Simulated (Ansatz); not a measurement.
Relaxed bulk CoPtO₂:

```
CELL_PARAMETERS angstrom
1.40509 0.81123 5.89887
-1.40509 0.81123 5.89887
0.00000 -1.62246 5.89887
ATOMIC_POSITIONS crystal
Co 0.50000 0.50000 0.50000
Pt 0.00000 0.00000 0.00000
O 0.88776 0.88776 0.88776
O 0.11224 0.11224 0.11224
```

Miller indices refer to the conventional cell of R-3m (No. 166), a = 2.810 Å, b = 2.810 Å, c = 17.697 Å, α = 90.00°, β = 90.00°, γ = 120.00°.

The (001) slab of 5 planes, 5.9 Å thick with 15 Å of vacuum as cut; outer planes Pt (top) and Pt (bottom).

Level of theory: Ansatz 0.2.0, DFT PBEsol, scalar-relativistic, plane waves, PAW. Cutoff 420 eV; k points 12×12×1 on the computed 5-atom cell (Γ-centred); Gaussian smearing, width 0.10 eV; no spin polarisation. The cell repeats along c with a dipole correction in the vacuum.

The slab isn't stoichiometric (CoPt2O2), so its surface energy depends on the chemical potentials; it is given with the excess atoms taken from the element's standard state, a limit at which the compound may itself be unstable, so the figure can be too low.

Results for the relaxed slab:

- Surface energy with the excess atoms taken from the elements: 3.24 J/m²
- Work function: 5.59 eV

Relaxation lowers the energy by 0.069 J/m² a face; the largest move is 0.086 Å.

```
plane (bottom to top) atoms spacing to next, bulk (Å) relaxed (Å) change (%)
                    1     Pt                      1.986        2.052        +3.3
                    2      O                      0.963        0.984        +2.2
                    3     Co                      0.963        0.984        +2.2
                    4      O                      1.986        2.052        +3.3
                    5     Pt
```

Spin-orbit coupling is left out, which matters for the bands of heavy elements. Spin polarisation was left out, and a magnetic state may lie lower.